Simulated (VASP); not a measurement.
Here is the system:

```xyz
2
Lattice="0.0000 2.9514 2.9514 2.9514 0.0000 2.9514 2.9514 2.9514 0.0000" Properties=species:S:1:pos:R:3 pbc="T T T"
Li     0.0000     0.0000     0.0000
I      2.9514     2.9514     2.9514
```

These are PBEsol GGA with spin-orbit coupling, VASP's PBE PAW potentials (set 64) (plane waves; VASP) values and carry that method's errors. Run with 520 eV cut-off, 7×7×7 Γ-centred mesh, Gaussian smearing of 0.050 eV, potentials Li_sv I.

Question: Predict the energy per atom (σ→0), band gap (over mesh and band path) with the smallest direct gap where there is one.

Answer: 
```
Quantity                                                Value
---------------------------------------------  --------------
band gap (over mesh and band path)                    3.97 eV
smallest direct gap (over mesh and band path)         4.00 eV
energy per atom (σ→0)                          -3.140 eV/atom
```

Only differences to runs with the same potentials and settings are physical.

The compound is LiI in the rock salt structure. It was relaxed first, which changed the volume by -6 %.
